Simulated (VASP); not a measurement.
Set up this calculation in VASP 6.6.1, as the native input.

```yaml
Task: band structure
Functional: PW91
Potentials_or_basis: VASP PAW PBE potentials, release 64 (As, B)
Cutoff: 520 eV
k_mesh: 10 × 10 × 10
Occupations: fermi-dirac, width 0.05 eV
Spin: no spin polarisation
Further_INCAR_settings: ALGO = Normal; EDIFF = 1e-07; NBANDS = 11
```

The system is BAs.

```
As B
1.0
     0.00000    2.38850    2.38850
     2.38850    0.00000    2.38850
     2.38850    2.38850    0.00000
As B
1 1
Direct
  0.75000 0.75000 0.75000
  0.00000 0.00000 0.00000
```

These files were run (other wordings do the same):

POSCAR

```
BAs
1.0
    0.0000000000      2.3885000000      2.3885000000
    2.3885000000      0.0000000000      2.3885000000
    2.3885000000      2.3885000000      0.0000000000
As B
1 1
Direct
    0.7500000000      0.7500000000      0.7500000000
    0.0000000000      0.0000000000      0.0000000000
```

INCAR.step1

```
PREC = Accurate
ENCUT = 520
EDIFF = 1E-7
ISMEAR = -1
SIGMA = 0.05
LREAL = False
LASPH = True
NELM = 100
ALGO = Normal
ISIF = 2
LWAVE = False
LCHARG = True
GGA = 91
NBANDS = 11
```

KPOINTS.step1

```
Automatic mesh
0
Gamma
  10 10 10
```

INCAR.step2

```
PREC = Accurate
ENCUT = 520
EDIFF = 1E-7
ISMEAR = 0
SIGMA = 0.05
LREAL = False
LASPH = True
NELM = 100
ALGO = Normal
ISIF = 2
LWAVE = False
LCHARG = False
GGA = 91
NBANDS = 11
ICHARG = 11
```

KPOINTS.step2

```
path GXWKGLUWLK,UX
20
line-mode
reciprocal
 0.0000000000  0.0000000000  0.0000000000  G
 0.5000000000  0.0000000000  0.5000000000  X

 0.5000000000  0.0000000000  0.5000000000  X
 0.5000000000  0.2500000000  0.7500000000  W

 0.5000000000  0.2500000000  0.7500000000  W
 0.3750000000  0.3750000000  0.7500000000  K

 0.3750000000  0.3750000000  0.7500000000  K
 0.0000000000  0.0000000000  0.0000000000  G

 0.0000000000  0.0000000000  0.0000000000  G
 0.5000000000  0.5000000000  0.5000000000  L

 0.5000000000  0.5000000000  0.5000000000  L
 0.6250000000  0.2500000000  0.6250000000  U

 0.6250000000  0.2500000000  0.6250000000  U
 0.5000000000  0.2500000000  0.7500000000  W

 0.5000000000  0.2500000000  0.7500000000  W
 0.5000000000  0.5000000000  0.5000000000  L

 0.5000000000  0.5000000000  0.5000000000  L
 0.3750000000  0.3750000000  0.7500000000  K

 0.6250000000  0.2500000000  0.6250000000  U
 0.5000000000  0.0000000000  0.5000000000  X
```

Potentials or basis: VASP PAW PBE potentials, release 64 (As, B).

The run is started by

```bash
$ cat potpaw_PBE.64/As/POTCAR potpaw_PBE.64/B/POTCAR > POTCAR
$ cp INCAR.step1 INCAR
$ cp KPOINTS.step1 KPOINTS
$ mpirun -np 1 vasp_std > vasp.out
$ cp INCAR.step2 INCAR
$ cp KPOINTS.step2 KPOINTS
$ mpirun -np 1 vasp_std > vasp.out
```

Results of the run:

```json
{
  "Band gap on the k mesh": "1.19 eV, indirect (least direct gap 3.29 eV)",
  "Band gap along the path": "1.19 eV, indirect (least direct gap 3.29 eV)"
}
```

Caveat: the log is that of the step along the path at fixed density, whose energy, stress, charges and moments have no meaning.

Wall time 61 s on 1 thread of Intel(R) Xeon(R) Platinum 8375C CPU @ 2.90GHz (Ice Lake), on a shared host, peak memory 0.19 GiB.
